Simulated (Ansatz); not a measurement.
# GaAs: a Ga atom hops into a vacancy

Aim: the barrier for Ga12 to jump 4.01 Å into the empty Ga site beside it, in a 2×2×2 supercell of GaAs with one Ga atom removed. The band relaxes its own ends first.

All numbers below are computed with Ansatz 0.2.0 (DFT PBE, plane waves, PAW, scalar-relativistic, no spin polarisation).

The cell holds 15 atoms (As8Ga7): a = 8.067 Å, b = 8.067 Å, c = 8.067 Å, α = 60.00°, β = 60.00°, γ = 60.00°.

The empty site lies at (2.82, 0.03, 8.56) Å, and Ga12 starts at (2.85, 2.86, 5.71) Å. All atoms were shaken by about 0.02 Å to break the symmetry.

Coordinates:

```xyz
15
Lattice="0.0000 5.7043 5.7043 5.7043 0.0000 5.7043 5.7043 5.7043 0.0000" Properties=species:S:1:pos:R:3 pbc="T T T"
Ga    0.0177    0.0214    0.0316
As    1.4487    1.4164    1.4058
Ga    2.8656    2.8927   -0.0101
As    4.2799    4.2868    1.4286
Ga    2.8556   -0.0332    2.8735
As    4.2547    1.4358    4.2595
Ga    5.7030    2.8582    2.8562
As    7.0951    4.3038    4.3013
Ga    0.0031    2.8455    2.8489
As    1.3870    4.2567    4.3228
As    4.2674    7.1649    4.2918
Ga    2.8537    2.8633    5.7098
As    4.3059    4.2735    7.1514
Ga    5.7430    5.7277    5.6751
As    7.1475    7.1193    7.1449
```

The structure above is the start of the run; the results belong to its end.

| quantity | value |
| --- | --- |
| relaxation of the ends | 0.152 eV lower, moves up to 0.16 Å; 0.171 eV lower, moves up to 0.12 Å |
| barrier forwards | 0.12 eV |
| barrier backwards | 0.12 eV |
| second end relative to first | 0.000 eV |
| highest image | 2 of 0 to 4, climbing |
| band iterations | 14 |

The top lies 0.12 eV above the first end, or 4 kT at room temperature. The ends differ by 1 meV at most. The band dips to -0.49 eV at image 1, below both ends, so a lower minimum lies on the way, and the climb from that dip is 0.60 eV. The input switches the test of curvatures off, so the top was not shown to be a first-order saddle. The cell of 15 atoms is small, so the barrier is not converged with size. The k-mesh is coarse.

Which input would start the first run of this session?

The input that was used; it is not the only one that fits:

crystal.atoms is the first end and neb.final_atoms the second, which differs in Ga12 alone.

The input, input.yaml:

```yaml
crystal:
  lattice:
    - [0.0, 5.704276, 5.704276]
    - [5.704276, 0.0, 5.704276]
    - [5.704276, 5.704276, 0.0]
  atoms:
    - { symbol: Ga, position: [0.0030931, 0.00244801, 0.00065446] }
    - { symbol: As, position: [0.1203973, 0.12605412, 0.12790915] }
    - { symbol: Ga, position: [0.00148773, -0.00325492, 0.50561715] }
    - { symbol: As, position: [0.12582598, 0.12462245, 0.62567845] }
    - { symbol: Ga, position: [-0.00133558, 0.50508298, -0.00448431] }
    - { symbol: As, position: [0.12627081, 0.62044534, 0.12543683] }
    - { symbol: Ga, position: [0.00100075, 0.49970829, 0.50006775] }
    - { symbol: As, position: [0.13236082, 0.62169413, 0.62211928] }
    - { symbol: Ga, position: [0.4988656, 0.00057051, -2.682e-05] }
    - { symbol: As, position: [0.63045976, 0.12736632, 0.11577704] }
    - { symbol: As, position: [0.63016777, 0.12221604, 0.62588326] }
    - { symbol: Ga, position: [0.50132587, 0.4996465, 0.00062702] }
    - { symbol: As, position: [0.62399696, 0.62968841, 0.1251705] }
    - { symbol: Ga, position: [0.49610314, 0.49877505, 0.50800555] }
    - { symbol: As, position: [0.6238014, 0.62874444, 0.62425638] }
kpoints:
  mp_grid: { grid: [2, 2, 2] }
magnetization:
  spin_polarized: false
scf:
  occupations: { method: fermi_dirac, width: 0.1 }
hamiltonian:
  pseudopotentials: { kind: paw }
  xc: pbe
basis:
  ecutwfc: 420
neb:
  images: 3
  relax_end_points: true
  climbing: true
  f_tol: 0.05
  max_iterations: 40
  order_check: false
  final_atoms:
    - { symbol: Ga, position: [0.0030931, 0.00244801, 0.00065446] }
    - { symbol: As, position: [0.1203973, 0.12605412, 0.12790915] }
    - { symbol: Ga, position: [0.00148773, -0.00325492, 0.50561715] }
    - { symbol: As, position: [0.12582598, 0.12462245, 0.62567845] }
    - { symbol: Ga, position: [-0.00133558, 0.50508298, -0.00448431] }
    - { symbol: As, position: [0.12627081, 0.62044534, 0.12543683] }
    - { symbol: Ga, position: [0.00100075, 0.49970829, 0.50006775] }
    - { symbol: As, position: [0.13236082, 0.62169413, 0.62211928] }
    - { symbol: Ga, position: [0.4988656, 0.00057051, -2.682e-05] }
    - { symbol: As, position: [0.63045976, 0.12736632, 0.11577704] }
    - { symbol: As, position: [0.63016777, 0.12221604, 0.62588326] }
    - { symbol: Ga, position: [0.50591133, 0.99412849, -0.49983597] }
    - { symbol: As, position: [0.62399696, 0.62968841, 0.1251705] }
    - { symbol: Ga, position: [0.49610314, 0.49877505, 0.50800555] }
    - { symbol: As, position: [0.6238014, 0.62874444, 0.62425638] }
```

Launch:

```bash
> ansatz run input.yaml --threads 4 --pin off --max-ram 8192MiB --backend cpu --events-out ev --progress --plain --runs-dir out
```
